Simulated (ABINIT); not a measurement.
# BN (P6_3/mmc) in ABINIT: notebook

Aim: see how the results for BN move with the level of theory and the settings. Levels: LDA, PBE. Tasks: single point.

All numbers are computed with ABINIT 10.8.3 (patched build); they aren't measurements. Logs are shortened: lines on timing, memory, paths and dates and some standing lists are left out, and cuts for length are marked. The log counts tension as positive stress, the text compression.

## (1) The crystal as given

Symmetry: P6_3/mmc, No. 194, hexagonal system. The conventional cell has a = 2.498 Å, b = 2.498 Å, c = 6.636 Å, α = 90.00°, β = 90.00°, γ = 120.00°. N (site symmetry -6m2) is surrounded by 3 B at 1.44 Å. B (site symmetry -6m2) has 3 N at 1.44 Å as nearest neighbours.

## (2) Single point, LDA

File run.abi:

```
pp_dirpath "./"
pseudos "N.upf, B.upf"

acell 3*1.0 Angstrom
rprim
     2.4982400000     0.0000000000     0.0000000000
    -1.2491200000     2.1635393048     0.0000000000
     0.0000000000     0.0000000000     6.6357000000
ntypat 2
znucl 7 5
natom 4
typat 1 1 2 2
xred
     0.6666666667     0.3333333333     0.2500000000
     0.3333333333     0.6666666667     0.7500000000
     0.6666666667     0.3333333333     0.7500000000
     0.3333333333     0.6666666667     0.2500000000

ecut 35.0

kptopt 1
ngkpt 9 9 3
nshiftk 1
shiftk 0.0 0.0 0.0

ixc 7

nband 12
occopt 3
tsmear 0.05 eV

nstep 100
tolvrs 1.0e-10

iomode 3
prtwf 0
prtden 0
prteig 0
prtebands 0
```

Potentials or basis: PseudoDojo NC SR LDA v0.4.1 standard.

Command:

```sh
abinit run.abi > log 2>&1
```

run.abo:

```text
.Version 10.8.3 of ABINIT
 Symmetries : space group P6_3/m m c (#194); Bravais hP (primitive hexag.)
================================================================================
 Values of the parameters that define the memory need of the present run
     intxc =       0    ionmov =       0      iscf =       7    lmnmax =       4
     lnmax =       4     mgfft =      72  mpssoang =       2    mqgrid =    3340
     natom =       4  nloc_mem =       1    nspden =       1   nspinor =       1
    nsppol =       1      nsym =      24    n1xccc =    2501    ntypat =       2
    occopt =       3   xclevel =       1
       mpw =        2407          nfft =       52488          nkpt =          24
================================================================================
================================================================================

--------------------------------------------------------------------------------
------------- Echo of variables that govern the present computation ------------
--------------------------------------------------------------------------------
 -outvars: echo values of preprocessed input variables --------
            acell      1.8897261259E+00  1.8897261259E+00  1.8897261259E+00 Bohr
              amu      1.40067400E+01  1.08110000E+01
             ecut      3.50000000E+01 Hartree
              ixc           7
         kptrlatt        9    0    0      0    9    0      0    0    3
          kptrlen      3.76189670E+01
            natom           4
            nband          12
            ngfft          27      27      72
             nkpt          24
            nstep         100
             nsym          24
           ntypat           2
           occopt           3
           prtden           0
        prtebands           0
           prteig           0
            prtwf           0
            rprim      2.4982400000E+00  0.0000000000E+00  0.0000000000E+00
                      -1.2491200000E+00  2.1635393048E+00  0.0000000000E+00
                       0.0000000000E+00  0.0000000000E+00  6.6357000000E+00
          spgroup         194
           tolvrs      1.00000000E-10
           tsmear      1.83746611E-03 Hartree
            typat      1  1  2  2
           xangst      1.2491200000E+00  7.2117976827E-01  1.6589250000E+00
                      -1.0976442755E-16  1.4423595365E+00  4.9767750000E+00
                       1.2491200000E+00  7.2117976827E-01  4.9767750000E+00
                      -1.0976442755E-16  1.4423595365E+00  1.6589250000E+00
            xcart      2.3604946984E+00  1.3628322496E+00  3.1349139134E+00
                      -2.0742470645E-16  2.7256644991E+00  9.4047417403E+00
                       2.3604946984E+00  1.3628322496E+00  9.4047417403E+00
                      -2.0742470645E-16  2.7256644991E+00  3.1349139134E+00
             xred      6.6666666667E-01  3.3333333333E-01  2.5000000000E-01
                       3.3333333333E-01  6.6666666667E-01  7.5000000000E-01
                       6.6666666667E-01  3.3333333333E-01  7.5000000000E-01
                       3.3333333333E-01  6.6666666667E-01  2.5000000000E-01
            znucl        7.00000    5.00000

================================================================================

 chkinp: Checking input parameters for consistency.

================================================================================
== DATASET  1 ==================================================================

--- !DatasetInfo
iteration_state: {dtset: 1, }
dimensions: {natom: 4, nkpt: 24, mband: 12, nsppol: 1, nspinor: 1, nspden: 1, mpw: 2407, }
cutoff_energies: {ecut:  35.0, pawecutdg:  -1.0, }
electrons: {nelect:   1.60000000E+01, charge:   0.00000000E+00, occopt:   3.00000000E+00, tsmear:   1.83746611E-03, }
meta: {optdriver: 0, ionmov: 0, optcell: 0, iscf: 7, paral_kgb: 0, }
...

 Exchange-correlation functional for the present dataset will be:
  LDA: Perdew-Wang 92 LSD fit to Ceperley-Alder data - ixc=7
  J.P.Perdew and Y.Wang, PRB 45, 13244 (1992)

 Real(R)+Recip(G) space primitive vectors, cartesian coordinates (Bohr,Bohr^-1):
 R(1)=  4.7209894  0.0000000  0.0000000  G(1)=  0.2118200  0.1222943  0.0000000
 R(2)= -2.3604947  4.0884967  0.0000000  G(2)=  0.0000000  0.2445887  0.0000000
 R(3)=  0.0000000  0.0000000 12.5396557  G(3)=  0.0000000  0.0000000  0.0797470
 Unit cell volume ucvol=  2.4203730E+02 bohr^3
 Angles (23,13,12)=  9.00000000E+01  9.00000000E+01  1.20000000E+02 degrees

 getcut: wavevector=  0.0000  0.0000  0.0000  ngfft=  27  27  72
         ecut(hartree)=     35.000   => boxcut(ratio)=   2.06999

--- Pseudopotential description ------------------------------------------------
- pspini: atom type   1  psp file is ./N.upf
12 -1012 1 -1 1058                            pspcod,pspxc,lmax,lloc,mmax
     nproj     2     2

- pspini: atom type   2  psp file is ./B.upf
12 -1012 1 -1 1498                            pspcod,pspxc,lmax,lloc,mmax
     nproj     2     2

   2.72046872E+02                                ecore*ucvol(ha*bohr**3)
--------------------------------------------------------------------------------

================================================================================

--- !BeginCycle
iteration_state: {dtset: 1, }
solver: {iscf: 7, nstep: 100, nline: 4, wfoptalg: 0, }
tolerances: {tolvrs: 1.00E-10, }
...

     iter   Etot(hartree)      deltaE(h)  residm     vres2
 ETOT  1  -26.667057759756    -2.667E+01 7.032E-02 6.888E+02
 ETOT  2  -26.735273060854    -6.822E-02 3.530E-02 2.561E+02
 ETOT  3  -26.837407024449    -1.021E-01 1.250E-02 1.836E+01
 ETOT  4  -26.841750263598    -4.343E-03 4.339E-03 2.027E-01
 ETOT  5  -26.841764273296    -1.401E-05 2.720E-03 1.677E-03
 ETOT  6  -26.841764452318    -1.790E-07 1.311E-03 3.921E-05
 ETOT  7  -26.841764461714    -9.395E-09 1.034E-03 1.588E-07
 ETOT  8  -26.841764461759    -4.561E-11 4.005E-04 4.875E-10
 ETOT  9  -26.841764461759     5.329E-14 3.376E-04 7.786E-12

 At SCF step    9       vres2   =  7.79E-12 < tolvrs=  1.00E-10 =>converged.

 Cartesian components of stress tensor (hartree/bohr^3)
  sigma(1 1)=  1.73395301E-04  sigma(3 2)=  0.00000000E+00
  sigma(2 2)=  1.73395301E-04  sigma(3 1)=  0.00000000E+00
  sigma(3 3)=  5.20919715E-05  sigma(2 1)=  0.00000000E+00

--- !ResultsGS
iteration_state: {dtset: 1, }
comment   : Summary of ground state results
lattice_vectors:
- [  4.7209894,   0.0000000,   0.0000000, ]
- [ -2.3604947,   4.0884967,   0.0000000, ]
- [  0.0000000,   0.0000000,  12.5396557, ]
lattice_lengths: [   4.72099,    4.72099,   12.53966, ]
lattice_angles: [ 90.000,  90.000, 120.000, ] # degrees, (23, 13, 12)
lattice_volume:   2.4203730E+02
convergence: {deltae:  5.329E-14, res2:  7.786E-12, residm:  3.376E-04, diffor: null, }
etotal    :  -2.68417645E+01
entropy   :   0.00000000E+00
fermie    :   1.66219430E-01
cartesian_stress_tensor: # hartree/bohr^3
- [  1.73395301E-04,   0.00000000E+00,   0.00000000E+00, ]
- [  0.00000000E+00,   1.73395301E-04,   0.00000000E+00, ]
- [  0.00000000E+00,   0.00000000E+00,   5.20919715E-05, ]
pressure_GPa:  -3.9118E+00
xred      :
- [  6.6667E-01,   3.3333E-01,   2.5000E-01,  N]
- [  3.3333E-01,   6.6667E-01,   7.5000E-01,  N]
- [  6.6667E-01,   3.3333E-01,   7.5000E-01,  B]
- [  3.3333E-01,   6.6667E-01,   2.5000E-01,  B]
cartesian_forces: # hartree/bohr
- [ -3.99249288E-28,  -2.30506684E-28,  -0.00000000E+00, ]
- [  5.70356126E-29,   3.29295263E-29,  -0.00000000E+00, ]
- [ -3.99249288E-28,   2.96365737E-28,  -0.00000000E+00, ]
- [  7.41462964E-28,  -9.87885789E-29,  -0.00000000E+00, ]
force_length_stats: {min:   6.58590526E-29, max:   7.48015047E-28, mean:   4.43028103E-28, }
...

 Integrated electronic density in atomic spheres:
 ------------------------------------------------
 Atom  Sphere_radius  Integrated_density
    1        2.00000          5.75950078
    2        2.00000          5.75950078
    3        2.00000          3.53539350
    4        2.00000          3.53539350
================================================================================

 ----iterations are completed or convergence reached----

 Mean square residual over all n,k,spin=   30.108E-07; max=  33.758E-05
 reduced coordinates (array xred) for    4 atoms
       0.666666666667      0.333333333333      0.250000000000
       0.333333333333      0.666666666667      0.750000000000
       0.666666666667      0.333333333333      0.750000000000
       0.333333333333      0.666666666667      0.250000000000
 rms dE/dt=  1.5546E-27; max dE/dt=  2.1541E-27; dE/dt below (all hartree)
    1       0.000000000000      0.000000000000      0.000000000000
    2       0.000000000000      0.000000000000      0.000000000000
    3       0.000000000000     -0.000000000000      0.000000000000
    4      -0.000000000000      0.000000000000      0.000000000000

 cartesian coordinates (angstrom) at end:
    1      1.24912000000000     0.72117976826667     1.65892500000000
    2     -0.00000000000000     1.44235953653333     4.97677500000000
    3      1.24912000000000     0.72117976826667     4.97677500000000
    4     -0.00000000000000     1.44235953653333     1.65892500000000

 cartesian forces (hartree/bohr) at end:
    1     -0.00000000000000    -0.00000000000000    -0.00000000000000
    2      0.00000000000000     0.00000000000000    -0.00000000000000
    3     -0.00000000000000     0.00000000000000    -0.00000000000000
    4      0.00000000000000    -0.00000000000000    -0.00000000000000
 frms,max,avg= 2.9206590E-28 7.4146296E-28   0.000E+00  0.000E+00  0.000E+00 h/b

 cartesian forces (eV/Angstrom) at end:
    1     -0.00000000000000    -0.00000000000000    -0.00000000000000
    2      0.00000000000000     0.00000000000000    -0.00000000000000
    3     -0.00000000000000     0.00000000000000    -0.00000000000000
    4      0.00000000000000    -0.00000000000000    -0.00000000000000
 frms,max,avg= 1.5018633E-26 3.8127559E-26   0.000E+00  0.000E+00  0.000E+00 e/A
 length scales=  1.889726125908  1.889726125908  1.889726125908 bohr
              =  1.000000000000  1.000000000000  1.000000000000 angstroms
 Fermi (or HOMO) energy (hartree) =   0.16622   Average Vxc (hartree)=  -0.38964
 Eigenvalues (hartree) for nkpt=  24  k points:
 kpt#   1, nband= 12, wtk=  0.00412, kpt=  0.0000  0.0000  0.0000 (reduced coord)
  -0.55264   -0.54102   -0.13872   -0.05747    0.04580    0.04580    0.04717    0.04717
   0.27796    0.46401    0.52110    0.52566
      occupation numbers for kpt#   1
   2.00000    2.00000    2.00000    2.00000    2.00000    2.00000    2.00000    2.00000
   0.00000    0.00000    0.00000    0.00000
 prteigrs : prtvol=0 or 1, do not print more k-points.

--- !EnergyTerms
iteration_state     : {dtset: 1, }
comment             : Components of total free energy in Hartree
kinetic             :  1.88170360061578E+01
hartree             :  8.13836001117248E+00
xc                  : -8.61557495671827E+00
Ewald energy        : -1.83721330618544E+01
psp_core            :  1.12398740600778E+00
local_psp           : -2.55920875393731E+01
non_local_psp       : -2.34135232715150E+00
internal            : -2.68417644617592E+01
'-kT*entropy'       :  1.25327081198538E-15
total_energy        : -2.68417644617592E+01
total_energy_eV     : -7.30401620292575E+02
band_energy         : -2.64402232374895E+00
...

 Cartesian components of stress tensor (hartree/bohr^3)
  sigma(1 1)=  1.73395301E-04  sigma(3 2)=  0.00000000E+00
  sigma(2 2)=  1.73395301E-04  sigma(3 1)=  0.00000000E+00
  sigma(3 3)=  5.20919715E-05  sigma(2 1)=  0.00000000E+00

-Cartesian components of stress tensor (GPa)         [Pressure= -3.9118E+00 GPa]
- sigma(1 1)=  5.10146589E+00  sigma(3 2)=  0.00000000E+00
- sigma(2 2)=  5.10146588E+00  sigma(3 1)=  0.00000000E+00
- sigma(3 3)=  1.53259871E+00  sigma(2 1)=  0.00000000E+00

== END DATASET(S) ==============================================================
================================================================================

 -outvars: echo values of variables after computation  --------
            acell      1.8897261259E+00  1.8897261259E+00  1.8897261259E+00 Bohr
           etotal     -2.6841764462E+01
            fcart     -3.9924928819E-28 -2.3050668400E-28 -0.0000000000E+00
                       5.7035612598E-29  3.2929526286E-29 -0.0000000000E+00
                      -3.9924928819E-28  2.9636573658E-28 -0.0000000000E+00
                       7.4146296378E-28 -9.8788578859E-29 -0.0000000000E+00
            rprim      2.4982400000E+00  0.0000000000E+00  0.0000000000E+00
                      -1.2491200000E+00  2.1635393048E+00  0.0000000000E+00
                       0.0000000000E+00  0.0000000000E+00  6.6357000000E+00
           strten      1.7339530125E-04  1.7339530103E-04  5.2091971504E-05
                       0.0000000000E+00  0.0000000000E+00  0.0000000000E+00
           xangst      1.2491200000E+00  7.2117976827E-01  1.6589250000E+00
                      -1.0976442755E-16  1.4423595365E+00  4.9767750000E+00
                       1.2491200000E+00  7.2117976827E-01  4.9767750000E+00
                      -1.0976442755E-16  1.4423595365E+00  1.6589250000E+00
             xred      6.6666666667E-01  3.3333333333E-01  2.5000000000E-01
                       3.3333333333E-01  6.6666666667E-01  7.5000000000E-01
                       6.6666666667E-01  3.3333333333E-01  7.5000000000E-01
                       3.3333333333E-01  6.6666666667E-01  2.5000000000E-01
 Calculation completed.
```

Run time: 19 s. Hardware: 1 thread of Arm Neoverse V1, shared host; peak memory 0.07 GiB.

Results:

```yaml
Free_energy: -730.4016 eV
Pressure: -3.9 GPa
Band_gap_on_the_k_mesh: 4.28 eV, indirect (least direct gap 4.56 eV)
All_electrons_inside_the_program's_atomic_spheres: N 5.76; B 3.54
```

Stress tensor (GPa, compression positive):
```
-5.10  0.00  0.00
 0.00 -5.10  0.00
 0.00  0.00 -1.53
```

Caveat: an odd mesh through Γ misses points on the zone boundary, where band edges often lie.

## (3) Single point, PBE

run.abi, as its differences from that of step 2:

```diff
@@ -3,7 +3,7 @@
 
-acell 3*1.0 Angstrom
+acell 2.49824 2.49824 6.6357 Angstrom
 rprim
-     2.4982400000     0.0000000000     0.0000000000
-    -1.2491200000     2.1635393048     0.0000000000
-     0.0000000000     0.0000000000     6.6357000000
+     1.0000000000     0.0000000000     0.0000000000
+    -0.5000000000     0.8660254038     0.0000000000
+     0.0000000000     0.0000000000     1.0000000000
 ntypat 2
@@ -18,3 +18,3 @@
 
-ecut 35.0
+ecut 42.0
 
@@ -25,3 +25,3 @@
 
-ixc 7
+ixc 11
 
@@ -39 +39,2 @@
 prtebands 0
+enunit 2
```

Potentials or basis: PseudoDojo NC SR PBE v0.4.1 standard.

Command:

```sh
abinit run.abi > log 2>&1
```

Wall time 21 s (1 thread of INTEL XEON PLATINUM 8581C at 2.10GHz (Emerald Rapids), shared host); peak memory 0.08 GiB.

The run converged. Its results:

| Quantity | Value |
| --- | --- |
| Free energy | -729.6672 eV |
| Pressure | 4.8 GPa |
| Band gap on the k mesh | 4.46 eV, indirect (least direct gap 4.74 eV) |
| All electrons inside the program's atomic spheres | N 5.79; B 3.55 |

Stress tensor (GPa, compression positive):
```
5.64 0.00 0.00
0.00 5.64 0.00
0.00 0.00 2.98
```

Levels at points of the mesh, in eV from the valence-band top:
```csv
k point,band 6,band 7,band 8,band 9,band 10,band 11
"(0.00, 0.00, 0.00)",-1.31,-1.28,-1.28,5.32,10.35,11.76
```

Caveat: an odd mesh through Γ misses points on the zone boundary, where band edges often lie; this functional lacks dispersion, which binds the layers, so the pressure and a relaxed spacing across them are unreliable.
